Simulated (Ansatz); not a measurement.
Input of an Ansatz 0.2.0 run:

Contents of input.yaml:

```yaml
crystal:
  lattice:
    - [0.0, 3.231, 3.231]
    - [3.231, 0.0, 3.231]
    - [3.231, 3.231, 0.0]
  atoms:
    - { symbol: Pb, position: [0.0, 0.0, 0.0] }
    - { symbol: Te, position: [0.5, 0.5, 0.5] }
hamiltonian:
  xc: pbe
  pseudopotentials: { kind: paw }
  dispersion: d3bj
kpoints:
  mp_grid: { grid: [7, 7, 7] }
scf:
  occupations: { method: fermi_dirac, width: 0.05 }
output:
  forces: true
  stress: true
  eigenvalues: true
relax:
  f_tol: 0.01
  max_steps: 40
  cell: { stress_tol: 0.05 }
```

Potentials or basis: Ansatz PAW.

Run with:

```sh
$ ansatz run input.yaml --threads 2 --pin off --max-ram 5632MiB --backend cpu --events-out ev --progress --plain --runs-dir out
```

Question: What does it give for the relaxed cell?

Answer: a = 4.575 Å, b = 4.575 Å, c = 4.575 Å, α = 60.00°, β = 60.00°, γ = 60.00°.

Question: Predict the space group after relaxing (to 0.05 Å).

Answer: Fm-3m (No. 225).

Question: Estimate the relaxed volume.

Answer: 33.86 Å³/atom.

Final structure:
```
CELL_PARAMETERS angstrom
0.00000 3.23527 3.23527
3.23527 0.00000 3.23527
3.23527 3.23527 0.00000
ATOMIC_POSITIONS crystal
Pb 0.00000 0.00000 0.00000
Te 0.50000 0.50000 0.50000
```

Caveat: this odd mesh misses L, where the gap lies, so gap, dielectric constants and Born charges aren't listed. Zero-point motion and thermal expansion aren't in these numbers.
